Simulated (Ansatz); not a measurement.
**Si under changes of volume**

One of the cells (20.165 Å³/atom); the others are scaled copies at fixed shape and fractional positions:

```
CELL_PARAMETERS angstrom
0.00000 2.72185 2.72185
2.72185 0.00000 2.72185
2.72185 2.72185 0.00000
ATOMIC_POSITIONS crystal
Si 0.50000 0.50000 0.50000
Si 0.75000 0.75000 0.75000
```

- Program: Ansatz 0.2.0
- Functional: r2SCAN
- Dispersion: rVV10
- Potentials or basis: Ansatz PAW
- Cutoff: 500 eV (not typed: the program's choice for these potentials)
- k mesh: 8 × 8 × 8
- Occupations: fermi-dirac, width 0.05 eV
- Spin: no spin polarisation

```tsv
volume (Å³/atom)	energy over the lowest point (meV/atom)	pressure (GPa)	gap on the mesh (eV)
18.955	21.15	6.4	0.68
19.358	8.29	3.9	0.71
19.761	?	?	?
20.165	0.00	-0.4	0.78
20.568	3.44	-2.3	0.81
20.971	11.27	-3.9	0.84
21.375	23.06	-5.4	0.86
```

Q: What does the run at 19.761 Å³/atom give?

A: Energy over the lowest point 1.44 meV/atom; pressure 1.6 GPa; gap on the mesh 0.75 eV.

Worked out: A Birch-Murnaghan fit of order 3 (a polynomial in V^(-2/3)) to the other rows has its minimum at 20.08 Å³/atom with B0 = V·E''(V) = 99 GPa and B' = 4.3. It gives 1.44 meV/atom at 19.761 Å³/atom, against the run's 1.44, and -dE/dV = 1.6 GPa, against 1.6. A straight line through the other rows of the gap, of slope 1.54 eV per unit of ln V, gives 0.75 eV, against the run's 0.75.

Energies are extrapolated to zero smearing.

Caveats: the PAW data sets come from PBE, with cores solved anew for the run's functional, which leaves a small shift of forces and pressure.

A mesh can miss the band edges.
